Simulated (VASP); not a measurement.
## InP: band gap as volume per atom varies

Plane-wave PAW density functional theory at fixed atoms, no spin polarisation, Gamma-centred mesh; band v is the last by electron count, c the next, levels count from the top of v, gaps are read over the k mesh and the listed points, a negative gap is an overlap (a metal). The results are calculated, by VASP 6.6.1.

Cell of the first row (space group F-43m, No. 216):
```
cell vectors (Å)
   0.0000     2.8356     2.8356
   2.8356     0.0000     2.8356
   2.8356     2.8356     0.0000
atoms (fractions of the cell vectors)
In  0.00000  0.00000  0.00000
P   0.25000  0.25000  0.25000
```

Settings of every row: functional r2SCAN; spin orbit no; screening parameter 0 Å⁻¹; occupations Gaussian; smearing width 0.01 eV; wave cutoff 520 eV; datasets recommended PBE set; valence electrons 18; k mesh a 8; k mesh b 8; k mesh c 8.

Point:
```
 name  a (reciprocal cell vector)  b (reciprocal cell vector)  c (reciprocal cell vector)
Gamma                           0                           0                           0
    X                        -0.5                        -0.5                           0
    K                      -0.375                           0                       0.375
    L                           0                           0                         0.5
    W                        -0.5                       -0.25                        0.25
```

Limits: semilocal functionals tend to give too small a gap; no spin-orbit coupling, which shifts gaps with heavier elements (InP).

```
row  volume per atom (Å³)  band gap (eV)  direct gap (eV)
  1                22.801          1.738            1.738
  2                23.521              ?                ?
  3                24.256          1.384            1.384
  4                25.006          1.207            1.207
  5                25.771           1.03             1.03
  6                27.349          0.681            0.681
```

Question: what band gap should row 2 give?

Worked fit of band gap. Take t = volume per atom − 25, in Å³. The shown rows have t = -2.199, -0.744, 0.006, 0.771, 2.349. Least squares give band gap = 1.2082 − 0.23304 × t + 0.00363 × t² eV; a straight line predicts inner rows, each left out in turn, worse (root mean square 0.0091 against 0.00075 eV). The rows lie off it by 0.000, 0.000, 0.000, -0.001, 0.000. The withheld row has t = -1.479, so the fit gives 1.2082 − 0.23304 × (-1.479) + 0.00363 × (-1.479)² = 1.561 eV.

The calculation gave 1.561 eV. The fit meets it to the printed digit.

The other values of row 2: direct gap 1.561 eV.
